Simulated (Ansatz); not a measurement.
# C: the cost of one run

Method: DFT PBE, scalar-relativistic, plane waves, PAW, in Ansatz 0.2.0.

## (1) The system as given

It takes space group Cccm (No. 66, orthorhombic). The conventional cell has a = 5.206 Å, b = 6.070 Å, c = 5.095 Å, α = 90.00°, β = 90.00°, γ = 90.00°. Around C (site symmetry 1) lie 4 C at 1.50 to 1.56 Å. Around C (site symmetry 222) lie 4 C at 1.50 Å.

Structure file:

```
CELL_PARAMETERS angstrom
2.60282 -3.03517 0.00000
2.60282 3.03517 0.00000
0.00000 0.00000 5.09462
ATOMIC_POSITIONS crystal
C 0.82108 0.39116 0.84897
C 0.60884 0.17892 0.65103
C 0.39116 0.82108 0.65103
C 0.17892 0.60884 0.84897
C 0.17892 0.60884 0.15103
C 0.39116 0.82108 0.34897
C 0.60884 0.17892 0.34897
C 0.82108 0.39116 0.15103
C 0.50000 0.50000 0.75000
C 0.50000 0.50000 0.25000
```

Recipe of the guess: 4-connected net of one element (Cccm, No. 66). Lengths come from tabulated atomic sizes and are only a guess.

## (2) Probe: one point on a coarse mesh

Input file input.yaml:

```yaml
crystal:
  lattice:
    - [2.60281731, -3.03516893, 0.0]
    - [2.60281731, 3.03516893, 0.0]
    - [0.0, 0.0, 5.09462204]
  atoms:
    - { symbol: C, position: [0.82107848, 0.39116442, 0.84897137] }
    - { symbol: C, position: [0.60883558, 0.17892152, 0.65102863] }
    - { symbol: C, position: [0.39116442, 0.82107848, 0.65102863] }
    - { symbol: C, position: [0.17892152, 0.60883558, 0.84897137] }
    - { symbol: C, position: [0.17892152, 0.60883558, 0.15102863] }
    - { symbol: C, position: [0.39116442, 0.82107848, 0.34897137] }
    - { symbol: C, position: [0.60883558, 0.17892152, 0.34897137] }
    - { symbol: C, position: [0.82107848, 0.39116442, 0.15102863] }
    - { symbol: C, position: [0.5, 0.5, 0.75] }
    - { symbol: C, position: [0.5, 0.5, 0.25] }
basis:
  ecutwfc: 420
kpoints:
  mp_grid: { grid: [4, 4, 4] }
hamiltonian:
  xc: pbe
scf:
  occupations: { method: gaussian, width: 0.1 }
  lower_state_search: "off"
output:
  forces: true
  stress: true
  eigenvalues: true
```

Command:

```sh
$ ansatz run input.yaml --threads 1 --pin off --max-ram 2560MiB --backend cpu --events-out ev --progress --plain --runs-dir out
```

What time and memory should one allow on 1 thread of Intel Xeon Platinum 8488C (Sapphire Rapids), shared host?

About 3.4 s, with a peak of 0.39 GiB.
